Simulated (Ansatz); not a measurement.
**Infrared modes and screening in KBr (zincblende)**

Perturbation theory with PBEsol in the plane-wave code Ansatz on the PBEsol cell, ground state and force constants on a 6×6×6 mesh. The cell comes from a prototype generator: it can be a known phase or a hypothetical one. Spin polarisation is off.

The symmetry is F-43m (No. 216, cubic); conventional cell a = 7.303 Å, 48.69 Å³ an atom. K has 4 Br at 3.16 Å; Br has 4 K at 3.16 Å.

```
K Br
1.0
     0.00000    3.65151    3.65151
     3.65151    0.00000    3.65151
     3.65151    3.65151    0.00000
K Br
1 1
Direct
  0.00000 0.00000 0.00000
  0.25000 0.25000 0.25000
```

Optical modes without the longitudinal term:

| ω (cm⁻¹) | degeneracy | IR intensity, summed over the level ((D/Å)²/amu) |
| --- | --- | --- |
| 120 | 3 | 2.80 |

The optical mode at Γ lies at 120 cm⁻¹ without the longitudinal term. With the long-range field the highest mode reaches 156 cm⁻¹.

ε∞: 2.08 in all directions. With the ions relaxed, ε⁰ is 3.5 in all directions. Born charges, averaged over directions: K +1.03, Br -1.03 e.

With one polar mode in a cubic crystal the Lyddane-Sachs-Teller relation applies: (ω_LO/ω_TO)² = (155.6/120.0)² = 1.682, and ε⁰/ε∞ = 3.504/2.083 = 1.682. The refractive index √ε∞ is 1.44.

For comparison, on the r2SCAN cell the mean ε∞ is 1.98 with r2SCAN (ground state on 6×6×6; least gap 4.84 eV), 2.05 with PBE.

The runs are scalar-relativistic, without spin-orbit coupling.
